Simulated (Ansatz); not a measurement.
FePt (Tetraferroplatinum):

```
Pt Fe
1.0
     2.72350    0.00000    0.00000
     0.00000    2.72350    0.00000
     0.00000    0.00000    3.72000
Pt Fe
1 1
Cartesian
  1.3618 1.3618 1.8600
  0.0000 0.0000 0.0000
```

Program: Ansatz 0.2.0. Alike in all runs: potentials or basis Ansatz PAW; cell as given.

**Question.** Order these runs on this cell by their pressure, lowest first.
A. level revPBE; spin collinear, ferromagnetic start; k mesh 10 × 10 × 7; cutoff (eV) 420; smearing fermi-dirac 0.05 eV; points for each segment of the path 14
B. level LDA; spin collinear, ferromagnetic start; k mesh 10 × 10 × 7; cutoff (eV) 420; smearing gaussian 0.05 eV
C. level BLYP; spin collinear, ferromagnetic start; k mesh 10 × 10 × 7; cutoff (eV) 420; smearing fermi-dirac 0.05 eV; points for each segment of the path 14
D. level r2SCAN; spin non-collinear, ferromagnetic start, SOC; k mesh 7 × 7 × 5; cutoff (eV) 500; smearing fermi-dirac 0.05 eV; points for each segment of the path 14

**Answer.** B (-12.7 GPa), D (1.1 GPa), A (7.0 GPa), C (14.1 GPa).

Caveats: the PAW data sets come from PBE, with cores solved anew for the run's functional, which leaves a small shift of forces and pressure; the magnetic or orbital state may not be the lowest (some runs).

Runs at the PBE level aren't shown here.
